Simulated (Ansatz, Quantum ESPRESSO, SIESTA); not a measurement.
## TiSi: 3 runs at one level of theory

```
CELL_PARAMETERS angstrom
1.81618 -2.11762 0.00000
1.81618 2.11762 0.00000
0.00000 0.00000 3.80393
ATOMIC_POSITIONS crystal
Ti 0.50000 0.50000 0.00000
Si 0.00000 0.00000 0.50000
```

The cell comes from a database or a generator and needn't be the stable form of this composition.

Alike in all runs: task band structure; functional LDA; k mesh 10 × 10 × 7; occupations fermi-dirac, width 0.05 eV; no spin polarisation; no spin-orbit coupling. LDA stands for any of its common fits. Pressure is positive in compression and, in plane waves, holds the error of the finite cutoff.

```tsv
program and potentials	plane-wave cutoff (eV)	notes	pressure (GPa)
SIESTA, files PseudoDojo sr-lda-0.4.1-standard, DZP (energy shift 0.003 Ry; two zetas on semicore shells)	-	atomic basis	-7.42
Ansatz, all-electron LAPW, scalar-relativistic	-	-	-7.85
Quantum ESPRESSO, GBRV 1.5 LDA	612	-	-7.81
```

The pressure spans -7.85 (Ansatz, all-electron LAPW, scalar-relativistic) to -7.42 GPa (SIESTA, files PseudoDojo sr-lda-0.4.1-standard, DZP (energy shift 0.003 Ry; two zetas on semicore shells)), with all-electron results at -7.85. Rows in atomic bases carry the error of their basis and grid, which can be large.

The functional is the same throughout but for its coding, so the spread measures potentials, basis and numerics; runs on potential files found faulty are left out.

All three runs put this TiSi cell under tension, so at fixed shape LDA would favour a smaller volume. The close match between Quantum ESPRESSO at -7.81 GPa and the all-electron value of -7.85 GPa suggests that the tension belongs to the functional and the chosen geometry, not to the pseudopotentials. SIESTA gives a slightly weaker pull, possibly because its local orbitals describe the response to strain less completely.

The sign fits LDA's usual overbinding, which shortens both the Ti d–Si p bonds and the metallic Ti–Ti contacts. The cell was probably relaxed with a gradient-corrected functional, which would favour a larger volume. The atomic arrangement, a distorted stacking of alternating Ti and Si layers, also differs from the familiar orthorhombic monosilicide with its zigzag silicon chains, so the pressure shouldn't be read as a property of that phase. Being an average over the diagonal stresses, it also leaves open whether the cell would contract evenly or change shape.
